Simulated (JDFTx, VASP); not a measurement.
This is a calculation of ZnSe (Stilleite) for JDFTx 1.7.0 (patched build). 

ZnSe.in

```
include ZnSe.lattice
coords-type Lattice
include ZnSe.ionpos

ion-species pseudo/Se.upf
ion-species pseudo/Zn.upf
elec-cutoff 43 344
elec-ex-corr gga-PBEsol
kpoint-folding 8 8 8
elec-smearing Gauss 0.00036749322
elec-n-bands 25
electronic-SCF nIterations 100 energyDiffThreshold 1e-09
electronic-minimize nIterations 30 energyDiffThreshold 1e-7
converge-empty-states yes
forces-output-coords Cartesian

dump-name run.$VAR
dump End Ecomponents EigStats BandEigs Kpoints Forces Stress
```

Contents of ZnSe.lattice:

```
lattice \
    0.0000000000     5.3551058920     5.3551058920 \
    5.3551058920     0.0000000000     5.3551058920 \
    5.3551058920     5.3551058920     0.0000000000
```

File ZnSe.ionpos:

```
ion Se     0.7500000000     0.7500000000     0.7500000000 1
ion Zn     0.0000000000     0.0000000000     0.0000000000 1
```

Potentials or basis: PseudoDojo-SR-PBEsol-0.4.1-standard with smoothed tails.

Run with:

```console
$ jdftx -c 1 -i ZnSe.in -o ZnSe.out
```

**Question.** Translate it to VASP 6.6.1. Potentials or basis there: PBE PAW files Se, Zn, 520 eV.

**Answer.** As run (cutoffs and basis follow the program's own potentials, and thresholds, step limits or extra output files can differ):

Contents of INCAR:

```
PREC = Accurate ; ENCUT = 520
EDIFF = 1E-6 ; ISMEAR = 0
SIGMA = 0.02 ; LREAL = F
LASPH = T ; NELM = 60
ALGO = Normal ; ISIF = 2
LWAVE = F ; LCHARG = T
GGA = PS ; LELF = T
LVHAR = T ; NBANDS = 16
```

Contents of KPOINTS:

```
regular mesh
0
Gamma
  8 8 8
```

The input POSCAR:

```
ZnSe
4.0076
    0.000000000000      0.707106497654      0.707106497654
    0.707106497654      0.000000000000      0.707106497654
    0.707106497654      0.707106497654      0.000000000000
Se Zn
1 1
Direct
    0.7500000000      0.7500000000      0.7500000000
    0.0000000000      0.0000000000      0.0000000000
```

Potentials or basis: VASP PAW PBE potentials, release 64 (Se, Zn).

The run is started by

```console
$ cat potpaw_PBE.64/Se/POTCAR potpaw_PBE.64/Zn/POTCAR > POTCAR
$ mpirun -np 1 vasp_std > vasp.out
```

Both were run:

|  | JDFTx | VASP |
| --- | --- | --- |
| Pressure | -1.2 GPa | -0.9 GPa |

The potentials hold 36 and 18 valence electrons a cell.

VASP's potentials were made for PBE.

Pressure is positive in compression.
